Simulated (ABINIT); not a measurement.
# CuO (Tenorite) (C2/c) in ABINIT: notebook, part 2 of 3

ABINIT 10.8.3 (patched build).

## Step 4: Single point, PBEsol

run.abi reads:

```
pp_dirpath "./"
pseudos "Cu.upf, O.upf"

acell 2.9004842893 2.9004842893 5.1288 Angstrom
rprim
     0.8073996500    -0.5900049196     0.0000000000
     0.8073996500     0.5900049196     0.0000000000
    -0.1657361228     0.0000000000     0.9861701362
ntypat 2
znucl 29 8
natom 4
typat 1 1 2 2
xred
     0.5000000000     0.0000000000     0.5000000000
     0.0000000000     0.5000000000     0.0000000000
     0.4184000000     0.5816000000     0.7500000000
     0.5816000000     0.4184000000     0.2500000000
chkprim 0
chksymtnons 0
tolsym 1.0e-6

ecut 1142.878222 eV

kptopt 1
ngkpt 8 8 4
nshiftk 1
shiftk 0.0 0.0 0.0

ixc -116133

nband 30
occopt 3
tsmear 0.05 eV

nstep 100
tolvrs 1.0e-10

iomode 3
prtwf 0
prtden 0
prteig 0
prtebands 0
enunit 1
```

Potentials or basis: PseudoDojo NC SR PBEsol v0.4.1 standard.

On the command line:

```
$ mpirun --bind-to none -np 4 abinit run.abi > log 2>&1
```

run.abo:

```text
.Version 10.8.3 of ABINIT
 Symmetries : space group C2/c (# 15); Bravais mC (1-face-center monocl.)
================================================================================
 Values of the parameters that define the memory need of the present run
     intxc =       0    ionmov =       0      iscf =       7    lmnmax =       6
     lnmax =       6     mgfft =      60  mpssoang =       3    mqgrid =    3001
     natom =       4  nloc_mem =       1    nspden =       1   nspinor =       1
    nsppol =       1      nsym =       4    n1xccc =    2501    ntypat =       2
    occopt =       3   xclevel =       2
       mpw =        3580          nfft =       61440          nkpt =          78
================================================================================
================================================================================

--------------------------------------------------------------------------------
------------- Echo of variables that govern the present computation ------------
--------------------------------------------------------------------------------
 -outvars: echo values of preprocessed input variables --------
            acell      5.4811209393E+00  5.4811209393E+00  9.6920273546E+00 Bohr
              amu      6.35460000E+01  1.59994000E+01
          chkprim           0
      chksymtnons           0
             ecut      4.20000000E+01 Hartree
           enunit           1
                       outvar_i_n : Printing only first  50 k-points.
              ixc     -116133
                       outvar_i_n : Printing only first  50 k-points.
         kptrlatt        8    0    0      0    8    0      0    0    4
          kptrlen      3.87681094E+01
            natom           4
            nband          30
            ngfft          32      32      60
             nkpt          78
            nstep         100
             nsym           4
           ntypat           2
                       prtocc : prtvol=0, do not print more k-points.
           occopt           3
           prtden           0
        prtebands           0
           prteig           0
            prtwf           0
            rprim      8.0739965000E-01 -5.9000491960E-01  0.0000000000E+00
                       8.0739965000E-01  5.9000491960E-01  0.0000000000E+00
                      -1.6573612280E-01  0.0000000000E+00  9.8617013620E-01
          spgroup          15
           tolsym      1.00000000E-06
           tolvrs      1.00000000E-10
           tsmear      1.83746611E-03 Hartree
            typat      1  1  2  2
                       outvars : Printing only first  50 k-points.
           xangst      7.4591128670E-01 -8.5564999995E-01  2.5289346973E+00
                       1.1709250000E+00  8.5564999995E-01  0.0000000000E+00
                       1.7043294300E+00  2.7928415999E-01  3.7934020459E+00
                       2.1293431434E+00 -2.7928415999E-01  1.2644673486E+00
            xcart      1.4095680461E+00 -1.6169441595E+00  4.7789939681E+00
                       2.2127275640E+00  1.6169441595E+00  0.0000000000E+00
                       3.2207158511E+00  5.2777057368E-01  7.1684909522E+00
                       4.0238753690E+00 -5.2777057368E-01  2.3894969841E+00
             xred      5.0000000000E-01 -2.3689318582E-17  5.0000000000E-01
                      -3.4291229366E-17  5.0000000000E-01  0.0000000000E+00
                       4.1840000000E-01  5.8160000000E-01  7.5000000000E-01
                       5.8160000000E-01  4.1840000000E-01  2.5000000000E-01
            znucl       29.00000    8.00000

================================================================================

 chkinp: Checking input parameters for consistency.

================================================================================
== DATASET  1 ==================================================================

[... 91 lines left out ...]

 Integrated electronic density in atomic spheres:
 ------------------------------------------------
 Atom  Sphere_radius  Integrated_density
    1        2.00000         17.29736424
    2        2.00000         17.29736424
    3        2.00000          6.18307210
    4        2.00000          6.18307210
================================================================================

 ----iterations are completed or convergence reached----

 Mean square residual over all n,k,spin=   11.653E-08; max=  23.138E-05
 reduced coordinates (array xred) for    4 atoms
       0.500000000000     -0.000000000000      0.500000000000
      -0.000000000000      0.500000000000      0.000000000000
       0.418400000000      0.581600000000      0.750000000000
       0.581600000000      0.418400000000      0.250000000000
 rms dE/dt=  1.4105E-02; max dE/dt=  2.4431E-02; dE/dt below (all hartree)
    1       0.000000000000      0.000000000000      0.000000000000
    2       0.000000000000      0.000000000000      0.000000000000
    3      -0.024430704856      0.024430704856      0.000000000000
    4       0.024430704856     -0.024430704856      0.000000000000

 cartesian coordinates (angstrom) at end:
    1      0.74591128669734    -0.85564999995476     2.52893469727128
    2      1.17092500000566     0.85564999995476     0.00000000000000
    3      1.70432943004884     0.27928415998523     3.79340204590692
    4      2.12934314335716    -0.27928415998523     1.26446734863564

 cartesian forces (hartree/bohr) at end:
    1     -0.00000000000000    -0.00000000000000    -0.00000000000000
    2     -0.00000000000000    -0.00000000000000    -0.00000000000000
    3      0.00000000000000    -0.00755459139127    -0.00000000000000
    4     -0.00000000000000     0.00755459139127     0.00000000000000
 frms,max,avg= 3.0841490E-03 7.5545914E-03   0.000E+00  0.000E+00  0.000E+00 h/b

 cartesian forces (eV/Angstrom) at end:
    1     -0.00000000000000    -0.00000000000000    -0.00000000000000
    2     -0.00000000000000    -0.00000000000000    -0.00000000000000
    3      0.00000000000000    -0.38847270854121    -0.00000000000000
    4     -0.00000000000000     0.38847270854121     0.00000000000000
 frms,max,avg= 1.5859332E-01 3.8847271E-01   0.000E+00  0.000E+00  0.000E+00 e/A
 length scales=  5.481120939275  5.481120939275  9.692027354556 bohr
              =  2.900484289300  2.900484289300  5.128800000000 angstroms
 Fermi (or HOMO) energy (eV) =   6.91291   Average Vxc (eV)= -12.60678
 Eigenvalues (   eV  ) for nkpt=  78  k points:
 kpt#   1, nband= 30, wtk=  0.00391, kpt=  0.0000  0.0000  0.0000 (reduced coord)
-105.33067 -105.32999  -63.05760  -63.05728  -63.01657  -63.00793  -62.60146  -62.60098
 -13.00581  -11.63585   -1.39624    1.26001    1.67716    3.61708    3.72571    3.73540
   3.88668    3.99158    4.15614    4.36284    4.59094    4.77246    4.83567    5.32986
   7.11854    7.84177    8.53226   12.75097   14.94175   20.09154
 prteigrs : prtvol=0 or 1, do not print more k-points.

--- !EnergyTerms
iteration_state     : {dtset: 1, }
comment             : Components of total free energy in Hartree
kinetic             :  1.95996377857674E+02
hartree             :  1.35116731504219E+02
xc                  : -5.43586918388117E+01
Ewald energy        : -2.48584466339233E+02
psp_core            :  1.01850681161483E+01
local_psp           : -3.78070969844595E+02
non_local_psp       : -7.20899132515816E+01
internal            : -4.11805863796179E+02
'-kT*entropy'       : -6.60117780264790E-04
total_energy        : -4.11806523913959E+02
total_energy_eV     : -1.12058263808375E+04
band_energy         : -4.10611605345808E+01
...

 Cartesian components of stress tensor (hartree/bohr^3)
  sigma(1 1)=  1.60010517E-04  sigma(3 2)=  0.00000000E+00
  sigma(2 2)=  4.71454354E-05  sigma(3 1)=  1.20852502E-05
  sigma(3 3)=  2.04662471E-04  sigma(2 1)=  0.00000000E+00

-Cartesian components of stress tensor (GPa)         [Pressure= -4.0387E+00 GPa]
- sigma(1 1)=  4.70767194E+00  sigma(3 2)=  0.00000000E+00
- sigma(2 2)=  1.38706660E+00  sigma(3 1)=  3.55560336E-01
- sigma(3 3)=  6.02137779E+00  sigma(2 1)=  0.00000000E+00

== END DATASET(S) ==============================================================
================================================================================

 -outvars: echo values of variables after computation  --------
            acell      5.4811209393E+00  5.4811209393E+00  9.6920273546E+00 Bohr
           etotal     -4.1180652391E+02
            fcart     -0.0000000000E+00 -0.0000000000E+00 -0.0000000000E+00
                      -0.0000000000E+00 -0.0000000000E+00 -0.0000000000E+00
                       4.4715239532E-21 -7.5545913913E-03 -1.0243003136E-20
                      -4.4715239532E-21  7.5545913913E-03  1.0243003136E-20
            rprim      8.0739965000E-01 -5.9000491960E-01  0.0000000000E+00
                       8.0739965000E-01  5.9000491960E-01  0.0000000000E+00
                      -1.6573612280E-01  0.0000000000E+00  9.8617013620E-01
           strten      1.6001051692E-04  4.7145435377E-05  2.0466247134E-04
                       0.0000000000E+00  1.2085250196E-05  0.0000000000E+00
           xangst      7.4591128670E-01 -8.5564999995E-01  2.5289346973E+00
                       1.1709250000E+00  8.5564999995E-01  0.0000000000E+00
                       1.7043294300E+00  2.7928415999E-01  3.7934020459E+00
                       2.1293431434E+00 -2.7928415999E-01  1.2644673486E+00
             xred      5.0000000000E-01 -2.3689318582E-17  5.0000000000E-01
                      -3.4291229366E-17  5.0000000000E-01  0.0000000000E+00
                       4.1840000000E-01  5.8160000000E-01  7.5000000000E-01
                       5.8160000000E-01  4.1840000000E-01  2.5000000000E-01
 Calculation completed.
```

It took 92 s on 4 MPI ranks of Arm Neoverse V1, shared host; peak memory 0.4 GiB.

What came out:

```yaml
Free_energy: -11205.8264 eV
Pressure: -4.0 GPa
Largest_force: 0.388 eV/Å
Band_gap_on_the_k_mesh: none (metal or under the smearing width)
Valence_electrons_inside_the_program's_atomic_spheres: Cu 17.30; O 6.18
```

Forces in eV/Å, atoms in the order of the input:
```
Cu   0.000  0.000  0.000
Cu   0.000  0.000  0.000
O    0.000 -0.388  0.000
O    0.000  0.388  0.000
```

Levels at points of the mesh, in eV from the Fermi level:
```tsv
k point	band 21	band 22	band 23	band 24	band 25	band 26	band 27	band 28	band 29	band 30
(0.00, 0.00, 0.00)	-2.32	-2.14	-2.08	-1.58	0.21	0.93	1.62	5.84	8.03	13.18
(0.50, 0.00, 0.00)	-1.97	-1.53	-1.48	-1.33	-0.02	0.23	4.69	6.14	6.83	10.94
(0.50, 0.50, 0.00)	-2.06	-2.04	-1.66	-1.13	-0.61	1.05	3.16	6.93	8.35	9.87
(0.00, 0.00, 0.50)	-2.17	-2.17	-1.47	-1.47	0.22	0.22	3.82	3.82	11.51	11.51
(0.50, 0.00, 0.50)	-2.12	-2.06	-1.66	-1.52	-0.08	0.74	4.95	6.41	7.86	8.43
(0.50, 0.50, 0.50)	-1.60	-1.60	-1.23	-1.23	-0.44	-0.44	5.05	5.05	8.86	8.86
```

Caveat: the run has no spin polarisation, though such a crystal can be magnetic; semilocal functionals often make such compounds metallic where correlation or magnetic order opens a gap, which also shifts bond lengths.

## Step 5: Single point, PBE

run.abi reads:

```
# Pseudopotentials
pp_dirpath "./"
pseudos "Cu.upf, O.upf"

# Structure
acell 3*1.0 Angstrom
rprim
     2.3418500000    -1.7113000000     0.0000000000
     2.3418500000     1.7113000000     0.0000000000
    -0.8500274268     0.0000000000     5.0578693947
ntypat 2
znucl 29 8
natom 4
typat 1 1 2 2
xcart
     0.7459112866    -0.8556500000     2.5289346974
     1.1709250000     0.8556500000     0.0000000000
     1.7043294299     0.2792841600     3.7934020460
     2.1293431433    -0.2792841600     1.2644673487 Angstrom
chkprim 0
chksymtnons 0
tolsym 1.0e-6

# Plane-wave basis
ecut 46.0

# k points
kptopt 1
ngkpt 8 8 4
nshiftk 1
shiftk 0.0 0.0 0.0

# Exchange and correlation
ixc 11

# Bands and occupations
nband 30
occopt 3
tsmear 0.00183747

# SCF cycle
nstep 100
tolvrs 1.0e-10

# Output
iomode 3
prtwf 0
prtden 0
prteig 0
prtebands 0
enunit 2
```

Potentials or basis: Ansatz NC PBE.

On the command line:

```
$ mpirun --bind-to none -np 4 abinit run.abi > log 2>&1
```

Run time: 97 s. Hardware: 4 MPI ranks of Intel Xeon Platinum 8488C (Sapphire Rapids), shared host; peak memory 0.44 GiB.

The run converged. Its results:

```
Free energy                                           : -11252.8904 eV
Pressure                                              : 5.7 GPa
Largest force                                         : 0.268 eV/Å
Band gap on the k mesh                                : none (metal or under the smearing width)
Valence electrons inside the program's atomic spheres : Cu 17.31; O 6.20
```

Forces on the atoms (eV/Å):
```
Cu   0.000  0.000  0.000
Cu   0.000  0.000  0.000
O    0.000 -0.268  0.000
O    0.000  0.268  0.000
```

Stress tensor (GPa, compression positive):
```
 5.44  0.00 -1.02
 0.00  6.88  0.00
-1.02  0.00  4.80
```

Levels at points of the mesh, in eV from the Fermi level:
| k point | band 23 | band 24 | band 25 | band 26 | band 27 | band 28 |
| --- | --- | --- | --- | --- | --- | --- |
| (0.00, 0.00, 0.00) | -2.11 | -1.61 | 0.20 | 0.92 | 1.70 | 6.01 |
| (0.50, 0.00, 0.00) | -1.49 | -1.36 | -0.02 | 0.23 | 4.84 | 6.29 |
| (0.50, 0.50, 0.00) | -1.67 | -1.16 | -0.62 | 1.05 | 3.32 | 7.07 |
| (0.00, 0.00, 0.50) | -1.49 | -1.49 | 0.22 | 0.22 | 3.91 | 3.91 |
| (0.50, 0.00, 0.50) | -1.68 | -1.55 | -0.09 | 0.73 | 5.09 | 6.51 |
| (0.50, 0.50, 0.50) | -1.25 | -1.25 | -0.44 | -0.44 | 5.20 | 5.20 |

Caveat: the run has no spin polarisation, though such a crystal can be magnetic; semilocal functionals often make such compounds metallic where correlation or magnetic order opens a gap, which also shifts bond lengths. With open d or f shells a metallic result of PBE can be an artefact of self-interaction; +U or a hybrid may open a gap.

[end of part 2 of 3]
